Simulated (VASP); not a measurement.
## Sc: single point with PBE

Sc:

```
Sc
1.0
     0.00000    2.32174    2.32174
     2.32174    0.00000    2.32174
     2.32174    2.32174    0.00000
Sc
1
Direct
  0.00000 0.00000 0.00000
```

The cell was built by a generator and needn't be a form met in nature.

```yaml
Program: VASP 6.6.1
Task: single point
Functional: PBE
Potentials_or_basis: VASP PAW PBE potentials, release 64 (Sc_sv)
Cutoff: 520 eV
k_mesh: 16 × 16 × 16
Occupations: gaussian, width 0.05 eV
Spin: no spin polarisation
Dipole_correction: no
Further_INCAR_settings: ALGO = Fast; EDIFF = 1e-06; NBANDS = 12
```

```yaml
Pressure: -0.9 GPa
Band_gap_on_the_k_mesh: none (metal or under the smearing width)
```

Levels at points of the mesh, in eV from the Fermi level:
```csv
k point,band 1,band 2,band 3,band 4,band 5,band 6,band 7,band 8,band 9,band 10
"(0.00, 0.00, 0.00)",-49.48,-27.90,-27.90,-27.90,-5.16,1.56,1.56,1.56,2.91,2.91
"(0.50, 0.00, 0.00)",-49.42,-28.27,-27.95,-27.95,-1.75,0.20,1.46,1.46,3.78,3.78
"(0.50, 0.50, 0.00)",-49.40,-28.25,-28.03,-28.03,-1.49,-0.60,1.86,3.78,4.00,4.00
```

Wall time 22 s on 1 thread of Intel(R) Xeon(R) Platinum 8488C (Sapphire Rapids), on a shared host, peak memory 0.16 GiB.
